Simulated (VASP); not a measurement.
# InP (F-43m) in VASP: further runs

The runs below take InP through single point, with LDA.

All numbers are computed with VASP 6.6.1; they aren't measurements. Logs are shortened: lines on timing, memory, paths and dates and some standing lists are left out, and cuts for length are marked.

## (1) The undisturbed crystal

It takes space group F-43m (No. 216, cubic). The conventional cell has a = 5.861 Å, b = 5.861 Å, c = 5.861 Å, α = 90.00°, β = 90.00°, γ = 90.00°. Around In (site symmetry -43m) lie 4 P at 2.54 Å. P (site symmetry -43m) has 4 In at 2.54 Å as nearest neighbours.

## (2) Single point, LDA (grid = ENCUT=340 dk=0.45 cell=2x2x1 ISMEAR=0 SIGMA=0.05 LREAL=Auto EDIFF=1e-06)

Input file INCAR:

```
SYSTEM = InP
PREC = Accurate
ENCUT = 340
EDIFF = 1E-6
ISMEAR = 0
SIGMA = 0.05
LREAL = Auto
LASPH = .True.
NELM = 120
ALGO = Fast
ISIF = 2
LWAVE = .False.
LCHARG = .False.
NBANDS = 44
```

Input file KPOINTS:

```
Automatic mesh
0
Gamma
  5 5 5
  0 0 0
```

Input file POSCAR:

```
InP
1.0
    0.0000000000      5.8610000000      5.8610000000
    5.8610000000      0.0000000000      5.8610000000
    2.9305000000      2.9305000000      0.0000000000
P In
4 4
Direct
    0.0000000000      0.0000000000      0.0000000000
    0.3750000000      0.3750000000      0.7500000000
    0.8750000000      0.3750000000      0.7500000000
    0.8750000000      0.8750000000      0.7500000000
    0.0000000000      0.5000000000      0.0000000000
    0.5000000000      0.0000000000      0.0000000000
    0.5000000000      0.5000000000      0.0000000000
    0.3750000000      0.8750000000      0.7500000000
```

Potentials or basis: VASP PAW LDA potentials, release 64 (P, In_d).

The run is started by

```
cat potpaw_LDA.64/P/POTCAR potpaw_LDA.64/In_d/POTCAR > POTCAR
mpirun -np 1 vasp_std > vasp.out
```

OUTCAR:

```text
SYSTEM = InP
   PREC = Accurate
   ENCUT = 340
   EDIFF = 1E-6
   ISMEAR = 0
   LREAL = Auto
   LASPH = .True.
   NELM = 120
   ISIF = 2

 Found     39 irreducible k-points:

 Following reciprocal coordinates:
            Coordinates               Weight
  0.000000  0.000000  0.000000      1.000000
  0.200000  0.000000  0.000000      2.000000
  0.000000 -0.200000  0.000000      2.000000
  0.400000  0.000000  0.000000      2.000000
  0.000000 -0.400000  0.000000      2.000000
  0.200000  0.200000  0.000000      2.000000
   k-points           NKPTS =     39   k-points in BZ     NKDIM =     39   number of bands    NBANDS=     44
   number of dos      NEDOS =    301   number of ions     NIONS =      8
   total plane-waves  NPLWV =  70000
   dimension x,y,z NGX =    50 NGY =   50 NGZ =   28
   dimension x,y,z NGXF=   100 NGYF=  100 NGZF=   56
   ions per type =               4   4
   NGX,Y,Z   is equivalent  to a cutoff of  10.03, 10.03, 11.23 a.u.
   NGXF,Y,Z  is equivalent  to a cutoff of  20.06, 20.06, 22.46 a.u.
 SYSTEM =  InP
   PREC   = accura    normal or accurate (medium, high low for compatibility)
   ISTART =      0    job   : 0-new  1-cont  2-samecut
   ICHARG =      2    charge: 1-file 2-atom 10-const
   ISPIN  =      1    spin polarized calculation?
   LNONCOLLINEAR =      F non collinear calculations
   LSORBIT =      F    spin-orbit coupling
   LASPH  =      T    aspherical Exc in radial PAW
   ENCUT  =  340.0 eV  24.99 Ry    5.00 a.u.  12.46 12.46  6.23*2*pi/ulx,y,z
   NELM   =    120;   NELMIN=  2; NELMDL= -5     # of ELM steps
   EDIFF  = 0.1E-05   stopping-criterion for ELM
   LREAL  =      T    real-space projection
   EDIFFG = 0.1E-04   stopping-criterion for IOM
   NSW    =      0    number of steps for IOM
   IBRION =     -1    ionic relax: 0-MD 1-quasi-New 2-CG
   NFREE  =      0    steps in history (QN), initial steepest desc. (CG)
   ISIF   =      2    stress and relaxation
   ISYM   =      2    0-nonsym 1-usesym 2-fastsym
   POTIM  = 0.5000    time-step for ionic-motion
   TEBEG  =    0.0;   TEEND  =   0.0 temperature during run
   PSTRESS=    0.0 pullay stress
   NELECT =      72.0000    total number of electrons
   NUPDOWN=      -1.0000    fix difference up-down
   EMIN   =  10.00;   EMAX   =-10.00  energy-range for DOS
   EFERMI =   0.00;   METHOD = LEGACY
   ISMEAR =     0;   SIGMA  =   0.05  broadening in eV -4-tet -1-fermi 0-gaus
   EFERMI_NEDOS =   21; number of points for ismear=-14 and -15
   IALGO  =     68    algorithm
   IMIX   =      4    mixing-type and parameters
     AMIX     =   0.40;   BMIX     =  1.00
     AMIX_MAG =   1.60;   BMIX_MAG =  1.00
  volume/ion in A,a.u.               =      25.17       169.83
  Fermi-wavevector in a.u.,A,eV,Ry     =   1.162021  2.195901 18.371846  1.350293
  Thomas-Fermi vector in A             =   2.298587
   LORBIT       =      0    0 simple, 1 ext, 2 COOP (PROOUT), +10 PAW based schemes
   GGA     = CA    functional components
   LHFCALC =     F    Hartree Fock is set to
   AEXX    =    0.0000 exact exchange contribution
   IVDW    =     0    specifies the selected vdW correction
   LEPSILON=     F    determine dielectric tensor
   LRPA    =     F    only Hartree local field effects (RPA)
 non-spin polarized calculation
 RMM-DIIS sequential band-by-band and
 Gauss-broadening in eV      SIGMA  =   0.05
  energy-cutoff  :      340.00
  volume of cell :      201.33
 maximum number of plane-waves:      2885
 NGX is ok and might be reduce to    50
   NGX = 25   NGY = 25   NGZ = 13

 number of electron      71.9999976 magnetization

 Free energy of the ion-electron system (eV)
  ---------------------------------------------------
  ext. energy  EPLUGINS =         0.00000000
  ---------------------------------------------------
  free energy    TOTEN  =       -35.43258753 eV

  energy without entropy =      -35.42958832  energy(sigma->0) =      -35.43108792

 E-fermi :   5.4844     XC(G=0):  -9.6400

 val. band max:        5.4656388391   @ k =  -0.4000   0.0000   0.2000
 cond. band min:       5.4959856461   @ k =   0.2000   0.2000   0.0000
 fundamental gap:      0.0303468070
 Fermi energy:         5.4843516471

 k-point     1 :       0.0000    0.0000    0.0000
  band No.  band energies     occupation
      1      -9.6781      2.00000
      2      -9.5693      2.00000
      3      -9.4507      2.00000
      4      -9.3920      2.00000
      5      -9.3649      2.00000
      6      -9.3155      2.00000
[... 36 lines left out ...]
     43       8.2346      0.00000
     44       9.2720      0.00000

 k-point     2 :       0.2000    0.0000    0.0000
  band No.  band energies     occupation
      1      -9.6780      2.00000
      2      -9.5690      2.00000
      3      -9.4463      2.00000
      4      -9.3950      2.00000
      5      -9.3629      2.00000
      6      -9.3149      2.00000
[... 36 lines left out ...]
     43       8.5478      0.00000
     44       9.2840      0.00000

 k-point     3 :       0.0000   -0.2000    0.0000
  band No.  band energies     occupation
      1      -9.6790      2.00000
      2      -9.5714      2.00000
      3      -9.4501      2.00000
      4      -9.3876      2.00000
      5      -9.3650      2.00000
      6      -9.3156      2.00000
[... 36 lines left out ...]
     43       8.3903      0.00000
     44       9.4397      0.00000

 k-point     4 :       0.4000    0.0000    0.0000
  band No.  band energies     occupation
      1      -9.6778      2.00000
      2      -9.5683      2.00000
      3      -9.4377      2.00000
      4      -9.4014      2.00000
      5      -9.3597      2.00000
      6      -9.3137      2.00000
[... 36 lines left out ...]
     43       9.0738      0.00000
     44       9.5439      0.00000

 k-point     5 :       0.0000   -0.4000    0.0000
  band No.  band energies     occupation
      1      -9.6803      2.00000
      2      -9.5746      2.00000
      3      -9.4498      2.00000
      4      -9.3793      2.00000
      5      -9.3654      2.00000
      6      -9.3155      2.00000
[... 36 lines left out ...]
     43       9.0266      0.00000
     44       9.4913      0.00000

 k-point     6 :       0.2000    0.2000    0.0000
  band No.  band energies     occupation
      1      -9.6789      2.00000
      2      -9.5720      2.00000
      3      -9.4475      2.00000
      4      -9.3881      2.00000
      5      -9.3647      2.00000
      6      -9.3148      2.00000
[... 36 lines left out ...]
     43       8.5627      0.00000
     44       9.3144      0.00000

 [... further k-points ...]

------------------------ aborting loop because EDIFF is reached ----------------------------------------

  FORCE on cell =-STRESS in cart. coord.  units (eV):
  Direction    XX          YY          ZZ          XY          YZ          ZX
  --------------------------------------------------------------------------------------
  -------------------------------------------------------------------------------------
  Total        0.9451275      0.9451275      1.2268509      0.3002115     -0.8060530      0.8060530
  in kB        7.5211771      7.5211771      9.7630878      2.3890360     -6.4144438      6.4144440
  external PRESSURE =       8.2684807 kB  Pullay stress =       0.0000000 kB

 VOLUME and BASIS-vectors are now :
 -----------------------------------------------------------------------------
  energy-cutoff  :      340.00
  volume of cell :      201.33
      direct lattice vectors                 reciprocal lattice vectors
     0.000000000  5.861000000  5.861000000    -0.085309674  0.085309674  0.085309674
     5.861000000  0.000000000  5.861000000     0.085309674 -0.085309674  0.085309674
     2.930500000  2.930500000  0.000000000     0.170619348  0.170619348 -0.170619348

 POSITION                                       TOTAL-FORCE (eV/Angst)
 -----------------------------------------------------------------------------------
      0.00000      0.00000      0.00000         0.452596     -0.452596     -0.646783
      4.39575      4.39575      4.39575        -0.114871      0.114871      0.002234
      4.39575      7.32625      7.32625        -0.563869      0.563869     -0.913366
      7.32625      7.32625     10.25675         0.255948     -0.255948      1.519379
      2.93050      0.00000      2.93050        -0.389398      0.389398      0.203839
      0.00000      2.93050      2.93050         0.251572     -0.251572      1.893275
      2.93050      2.93050      5.86100        -0.709396      0.709396     -1.141905
      7.32625      4.39575      7.32625         0.817418     -0.817418     -0.916673
 -----------------------------------------------------------------------------------
    total drift:                               -0.000107      0.000108      0.014353

  FREE ENERGIE OF THE ION-ELECTRON SYSTEM (eV)
  ---------------------------------------------------
  free  energy   TOTEN  =       -35.4325875257 eV

  energy  without entropy=      -35.4295883237  energy(sigma->0) =      -35.43108792
```

It took 5.2 min on 1 thread of Intel Xeon Platinum 8488C (Sapphire Rapids), shared host; peak memory 0.26 GiB.

These settings aren't checked as converged: the numbers below hold their error.

What came out:

```
Free energy            : -35.4326 eV
Pressure               : 0.8 GPa
Largest force          : 1.926 eV/Å
Band gap on the k mesh : none (metal or under the smearing width)
```

Caveat: the k mesh is coarse (spacing up to 0.37 Å⁻¹), so the values aren't converged.

## (3) Single point, LDA (grid = ENCUT=400 dk=0.45 cell=2x2x1 ISMEAR=0 SIGMA=0.05 LREAL=Auto EDIFF=1e-06)

INCAR, as its differences from that of step 2:

```diff
@@ -2,3 +2,3 @@
 PREC = Accurate
-ENCUT = 340
+ENCUT = 400
 EDIFF = 1E-6
```

KPOINTS is that of step 2.

POSCAR is that of step 2.

Potentials or basis: VASP PAW LDA potentials, release 64 (P, In_d).

The run is started by

```
cat potpaw_LDA.64/P/POTCAR potpaw_LDA.64/In_d/POTCAR > POTCAR
mpirun -np 1 vasp_std > vasp.out
```

It took 6.3 min on 1 thread of Intel Xeon Platinum 8488C (Sapphire Rapids), shared host; peak memory 0.28 GiB.

These settings aren't checked as converged: the numbers below hold their error.

What came out:

| Item | Value |
| --- | --- |
| Free energy | -35.4384 eV |
| Pressure | 1.1 GPa |
| Largest force | 1.927 eV/Å |
| Band gap on the k mesh | none (metal or under the smearing width) |

Caveat: the k mesh is coarse (spacing up to 0.37 Å⁻¹), so the values aren't converged.

## (4) Single point, LDA (grid = ENCUT=460 dk=0.45 cell=2x2x1 ISMEAR=0 SIGMA=0.05 LREAL=Auto EDIFF=1e-06)

INCAR, as its differences from that of step 3:

```diff
@@ -2,3 +2,3 @@
 PREC = Accurate
-ENCUT = 400
+ENCUT = 460
 EDIFF = 1E-6
```

KPOINTS is that of step 3.

POSCAR is that of step 3.

Potentials or basis: VASP PAW LDA potentials, release 64 (P, In_d).

The run is started by

```
cat potpaw_LDA.64/P/POTCAR potpaw_LDA.64/In_d/POTCAR > POTCAR
mpirun -np 1 vasp_std > vasp.out
```

OUTCAR:

```text
SYSTEM = InP
   PREC = Accurate
   ENCUT = 460
   EDIFF = 1E-6
   ISMEAR = 0
   LREAL = Auto
   LASPH = .True.
   NELM = 120
   ISIF = 2

 Found     39 irreducible k-points:

 Following reciprocal coordinates:
            Coordinates               Weight
  0.000000  0.000000  0.000000      1.000000
  0.200000  0.000000  0.000000      2.000000
  0.000000 -0.200000  0.000000      2.000000
  0.400000  0.000000  0.000000      2.000000
  0.000000 -0.400000  0.000000      2.000000
  0.200000  0.200000  0.000000      2.000000
   k-points           NKPTS =     39   k-points in BZ     NKDIM =     39   number of bands    NBANDS=     44
   number of dos      NEDOS =    301   number of ions     NIONS =      8
   total plane-waves  NPLWV = 108000
   dimension x,y,z NGX =    60 NGY =   60 NGZ =   30
   dimension x,y,z NGXF=   120 NGYF=  120 NGZF=   60
   ions per type =               4   4
   NGX,Y,Z   is equivalent  to a cutoff of  12.03, 12.03, 12.03 a.u.
   NGXF,Y,Z  is equivalent  to a cutoff of  24.07, 24.07, 24.07 a.u.
 SYSTEM =  InP
   PREC   = accura    normal or accurate (medium, high low for compatibility)
   ISTART =      0    job   : 0-new  1-cont  2-samecut
   ICHARG =      2    charge: 1-file 2-atom 10-const
   ISPIN  =      1    spin polarized calculation?
   LNONCOLLINEAR =      F non collinear calculations
   LSORBIT =      F    spin-orbit coupling
   LASPH  =      T    aspherical Exc in radial PAW
   ENCUT  =  460.0 eV  33.81 Ry    5.81 a.u.  14.50 14.50  7.25*2*pi/ulx,y,z
   NELM   =    120;   NELMIN=  2; NELMDL= -5     # of ELM steps
   EDIFF  = 0.1E-05   stopping-criterion for ELM
   LREAL  =      T    real-space projection
   EDIFFG = 0.1E-04   stopping-criterion for IOM
   NSW    =      0    number of steps for IOM
   IBRION =     -1    ionic relax: 0-MD 1-quasi-New 2-CG
   NFREE  =      0    steps in history (QN), initial steepest desc. (CG)
   ISIF   =      2    stress and relaxation
   ISYM   =      2    0-nonsym 1-usesym 2-fastsym
   POTIM  = 0.5000    time-step for ionic-motion
   TEBEG  =    0.0;   TEEND  =   0.0 temperature during run
   PSTRESS=    0.0 pullay stress
   NELECT =      72.0000    total number of electrons
   NUPDOWN=      -1.0000    fix difference up-down
   EMIN   =  10.00;   EMAX   =-10.00  energy-range for DOS
   EFERMI =   0.00;   METHOD = LEGACY
   ISMEAR =     0;   SIGMA  =   0.05  broadening in eV -4-tet -1-fermi 0-gaus
   EFERMI_NEDOS =   21; number of points for ismear=-14 and -15
   IALGO  =     68    algorithm
   IMIX   =      4    mixing-type and parameters
     AMIX     =   0.40;   BMIX     =  1.00
     AMIX_MAG =   1.60;   BMIX_MAG =  1.00
  volume/ion in A,a.u.               =      25.17       169.83
  Fermi-wavevector in a.u.,A,eV,Ry     =   1.162021  2.195901 18.371846  1.350293
  Thomas-Fermi vector in A             =   2.298587
   LORBIT       =      0    0 simple, 1 ext, 2 COOP (PROOUT), +10 PAW based schemes
   GGA     = CA    functional components
   LHFCALC =     F    Hartree Fock is set to
   AEXX    =    0.0000 exact exchange contribution
   IVDW    =     0    specifies the selected vdW correction
   LEPSILON=     F    determine dielectric tensor
   LRPA    =     F    only Hartree local field effects (RPA)
 non-spin polarized calculation
 RMM-DIIS sequential band-by-band and
 Gauss-broadening in eV      SIGMA  =   0.05
  energy-cutoff  :      460.00
  volume of cell :      201.33
 maximum number of plane-waves:      4593
 NGX is ok and might be reduce to    60
   NGX = 29   NGY = 29   NGZ = 15

 number of electron      72.0000035 magnetization

 Free energy of the ion-electron system (eV)
  ---------------------------------------------------
  ext. energy  EPLUGINS =         0.00000000
  ---------------------------------------------------
  free energy    TOTEN  =       -35.43794027 eV

  energy without entropy =      -35.43494233  energy(sigma->0) =      -35.43644130

 E-fermi :   5.4843     XC(G=0):  -9.6398

 val. band max:        5.4654625237   @ k =  -0.4000   0.0000   0.2000
 cond. band min:       5.4957162031   @ k =   0.2000   0.2000   0.0000
 fundamental gap:      0.0302536794
 Fermi energy:         5.4842553035

 k-point     1 :       0.0000    0.0000    0.0000
  band No.  band energies     occupation
      1      -9.6859      2.00000
      2      -9.5773      2.00000
      3      -9.4590      2.00000
      4      -9.4003      2.00000
      5      -9.3732      2.00000
      6      -9.3242      2.00000
[... 36 lines left out ...]
     43       8.2344      0.00000
     44       9.3772      0.00000

 k-point     2 :       0.2000    0.0000    0.0000
  band No.  band energies     occupation
      1      -9.6859      2.00000
      2      -9.5769      2.00000
      3      -9.4547      2.00000
      4      -9.4033      2.00000
      5      -9.3713      2.00000
      6      -9.3235      2.00000
[... 36 lines left out ...]
     43       8.5478      0.00000
     44       9.2811      0.00000

 k-point     3 :       0.0000   -0.2000    0.0000
  band No.  band energies     occupation
      1      -9.6869      2.00000
      2      -9.5794      2.00000
      3      -9.4584      2.00000
      4      -9.3958      2.00000
      5      -9.3733      2.00000
      6      -9.3242      2.00000
[... 36 lines left out ...]
     43       8.3899      0.00000
     44       9.4247      0.00000

 k-point     4 :       0.4000    0.0000    0.0000
  band No.  band energies     occupation
      1      -9.6858      2.00000
      2      -9.5763      2.00000
      3      -9.4462      2.00000
      4      -9.4097      2.00000
      5      -9.3681      2.00000
      6      -9.3224      2.00000
[... 36 lines left out ...]
     43       9.0728      0.00000
     44       9.5429      0.00000

 k-point     5 :       0.0000   -0.4000    0.0000
  band No.  band energies     occupation
      1      -9.6883      2.00000
      2      -9.5826      2.00000
      3      -9.4582      2.00000
      4      -9.3875      2.00000
      5      -9.3738      2.00000
      6      -9.3243      2.00000
[... 36 lines left out ...]
     43       9.0264      0.00000
     44       9.4892      0.00000

 k-point     6 :       0.2000    0.2000    0.0000
  band No.  band energies     occupation
      1      -9.6868      2.00000
      2      -9.5799      2.00000
      3      -9.4558      2.00000
      4      -9.3964      2.00000
      5      -9.3731      2.00000
      6      -9.3235      2.00000
[... 36 lines left out ...]
     43       8.5623      0.00000
     44       9.3134      0.00000

 [... further k-points ...]

------------------------ aborting loop because EDIFF is reached ----------------------------------------

  FORCE on cell =-STRESS in cart. coord.  units (eV):
  Direction    XX          YY          ZZ          XY          YZ          ZX
  --------------------------------------------------------------------------------------
  -------------------------------------------------------------------------------------
  Total        1.3440907      1.3440907      1.6250199      0.2960819     -0.8053286      0.8053286
  in kB       10.6960641     10.6960641     12.9316550      2.3561737     -6.4086790      6.4086793
  external PRESSURE =      11.4412611 kB  Pullay stress =       0.0000000 kB

 VOLUME and BASIS-vectors are now :
 -----------------------------------------------------------------------------
  energy-cutoff  :      460.00
  volume of cell :      201.33
      direct lattice vectors                 reciprocal lattice vectors
     0.000000000  5.861000000  5.861000000    -0.085309674  0.085309674  0.085309674
     5.861000000  0.000000000  5.861000000     0.085309674 -0.085309674  0.085309674
     2.930500000  2.930500000  0.000000000     0.170619348  0.170619348 -0.170619348

 POSITION                                       TOTAL-FORCE (eV/Angst)
 -----------------------------------------------------------------------------------
      0.00000      0.00000      0.00000         0.452450     -0.452450     -0.644873
      4.39575      4.39575      4.39575        -0.114914      0.114914      0.000155
      4.39575      7.32625      7.32625        -0.563939      0.563939     -0.915498
      7.32625      7.32625     10.25675         0.256071     -0.256071      1.517878
      2.93050      0.00000      2.93050        -0.389383      0.389383      0.204588
      0.00000      2.93050      2.93050         0.251609     -0.251609      1.895583
      2.93050      2.93050      5.86100        -0.710052      0.710052     -1.141588
      7.32625      4.39575      7.32625         0.818157     -0.818157     -0.916245
 -----------------------------------------------------------------------------------
    total drift:                               -0.000013      0.000013      0.000089

  FREE ENERGIE OF THE ION-ELECTRON SYSTEM (eV)
  ---------------------------------------------------
  free  energy   TOTEN  =       -35.4379402694 eV

  energy  without entropy=      -35.4349423264  energy(sigma->0) =      -35.43644130
```

Run time: 7 min. Hardware: 1 thread of Intel Xeon Platinum 8488C (Sapphire Rapids), shared host; peak memory 0.34 GiB.

The run converged, but some of its settings lie outside the range that counts as converged, so its numbers aren't taken as properties of the crystal.

Results:

```yaml
Free_energy: -35.4379 eV
Pressure: 1.1 GPa
Largest_force: 1.929 eV/Å
Band_gap_on_the_k_mesh: none (metal or under the smearing width)
```

Caveat: the k mesh is coarse (spacing up to 0.37 Å⁻¹), so the values aren't converged.

(Part 1 of 2 ends here.)
